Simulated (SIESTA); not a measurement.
# Bi under changes of volume

One of the cells (33.614 Å³/atom); the others are scaled copies at fixed shape and fractional positions:

```
Bi
1.0
     3.23838    0.00000    0.00000
     0.00000    3.22164    0.00000
    -0.08045    0.00000    6.44389
Bi
2
Direct
  0.54425 0.00000 0.74958
  0.45575 0.00000 0.25042
```

This isn't the form of Bi at room conditions, which is rhombohedral.

```yaml
Program: SIESTA 5.4.2
Functional: LDA
Potentials_or_basis: PseudoDojo 0.4 standard (LDA files)
Basis: DZP (energy shift 0.003 Ry; two zetas on semicore shells)
Grid_cutoff: 500 Ry
Energy_shift: 0.003 Ry
k_mesh: 8 × 8 × 4
Occupations: fermi-dirac, width 0.05 eV
Spin: no spin polarisation
```

| volume (Å³/atom) | energy over the lowest point (meV/atom) | pressure (GPa) | largest force (eV/Å) |
| --- | --- | --- | --- |
| 31.597 | ? | ? | ? |
| 32.270 | 1.02 | 0.8 | 0.023 |
| 32.942 | 0.00 | -0.3 | 0.018 |
| 33.614 | 3.61 | -1.3 | 0.016 |
| 34.286 | 11.28 | -2.3 | 0.014 |
| 34.959 | 22.60 | -3.1 | 0.015 |
| 35.631 | 37.14 | -3.8 | 0.018 |

Problem. What does the run at 31.597 Å³/atom give?

Solution. Energy over the lowest point 7.25 meV/atom; pressure 2.2 GPa; largest force 0.028 eV/Å.

Worked out: A Birch-Murnaghan fit of order 3 (a polynomial in V^(-2/3)) to the other rows has its minimum at 32.74 Å³/atom with B0 = V·E''(V) = 55 GPa and B' = 4.8 at fixed shape and positions, which overstates the stiffness. It gives 7.22 meV/atom at 31.597 Å³/atom, against the run's 7.25, and -dE/dV = 2.1 GPa, against 2.2.

Energies are extrapolated to zero smearing.

Caveats: the basis of atomic orbitals isn't converged, which shifts pressures, moduli and gaps.
